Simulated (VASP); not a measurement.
Crystal: InP.

```
CELL_PARAMETERS angstrom
0.00000 2.93945 2.93945
2.93945 0.00000 2.93945
2.93945 2.93945 0.00000
ATOMIC_POSITIONS crystal
In 0.00000 0.00000 0.00000
P 0.25000 0.25000 0.25000
```

Base run:

* Program: VASP 6.6.1
* Functional: PBEsol
* Potentials or basis: VASP PAW PBE potentials, release 64 (In_d, P)
* Cutoff: 520 eV
* k mesh: 10 × 10 × 10
* Occupations: gaussian, width 0.03 eV
* Spin: no spin polarisation

Its results: band gap on the k mesh 0.57 eV, direct; pressure 0.0 GPa.

Task: The run is repeated on the same cell with these changes: functional from PBEsol to LDA; potentials or basis from VASP PAW PBE potentials, release 64 (In_d, P) to VASP PAW LDA potentials, release 64 (In_d, P). What comes out?

Result: Band gap on the k mesh 0.46 eV, direct; pressure -1.7 GPa.

Caveats: spin-orbit coupling is left out, which moves the levels of the heavy elements; the PAW data sets were made with another functional, which shifts forces and pressure a little (some runs).
